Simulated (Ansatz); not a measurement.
## Prototype screening

Method: DFT r2SCAN, scalar-relativistic, plane waves, PAW in Ansatz 0.2.0. Settings: cutoff 500 eV, Γ-centred meshes no coarser than 0.19 Å⁻¹ for metals and 0.3 Å⁻¹ for insulators (2π included), Gaussian smearing.

Each formula was placed on the sites of the named type and relaxed at zero pressure without lowering the symmetry. No run is spin-polarised. The smearing is 0.1 eV for metals and 0.01 to 0.02 eV otherwise. Energies over the elements count from the elements' standard structures at the same level, with no empirical corrections.

The k mesh leaves about 4 meV/atom of noise in metals. Weakly bound directions are ill-defined at this level, which has no dispersion term (Te P6_3/mmc, Te Fmmm). Spin–orbit coupling is left out.

```
formula started on type final group a or a / b (Å) c (Å) V (Å³/atom) E over elements (eV/atom) gap on mesh (eV)
     Au trigonal selenium Im-3m            3.28   3.28         17.6                       0.02              0.00
     Te lonsdaleite P6_3/mmc            4.95  10.36         54.9                       0.37              0.00
     Au beta-tungsten (A15) Pm-3n            5.26   5.26         18.2                       0.13              0.00
     Te black phosphorus Fmmm     4.59 / 4.63  12.20         32.4                       0.17              0.00
     Au simple cubic Pm-3m            2.72   2.72         20.1                       0.18              0.00
```